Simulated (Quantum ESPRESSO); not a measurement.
## Sn under changes of volume

One of the cells (33.803 Å³/atom); the others are scaled copies at fixed shape and fractional positions:

```
CELL_PARAMETERS angstrom
0.00000 3.23334 3.23334
3.23334 0.00000 3.23334
3.23334 3.23334 0.00000
ATOMIC_POSITIONS crystal
Sn 0.75000 0.75000 0.75000
Sn 0.50000 0.50000 0.50000
```

This isn't the form of Sn at room conditions, which is tetragonal (white tin).

```yaml
Program: Quantum ESPRESSO 7.5
Functional: PBEsol
Potentials_or_basis: GBRV 1.5 PBEsol
Cutoff: 925 eV
Density_cutoff: 7401 eV
k_mesh: 7 × 7 × 7
Occupations: fermi-dirac, width 0.05 eV
Spin: no spin polarisation
```

| volume (Å³/atom) | energy over the lowest point (meV/atom) | pressure (GPa) |
| --- | --- | --- |
| 31.775 | 44.06 | 4.8 |
| 32.451 | ? | ? |
| 33.127 | 12.91 | 2.3 |
| 33.803 | 4.59 | 1.3 |
| 34.479 | 0.45 | 0.4 |
| 35.155 | 0.00 | -0.4 |
| 35.831 | 2.82 | -1.2 |

Q: What does the run at 32.451 Å³/atom give?

A: Energy over the lowest point 25.88 meV/atom; pressure 3.5 GPa.

Worked out: A Birch-Murnaghan fit of order 3 (a polynomial in V^(-2/3)) to the other rows has its minimum at 34.90 Å³/atom with B0 = V·E''(V) = 42 GPa and B' = 5.0. It gives 25.86 meV/atom at 32.451 Å³/atom, against the run's 25.88, and -dE/dV = 3.7 GPa, against 3.5.

Energies are extrapolated to zero smearing.
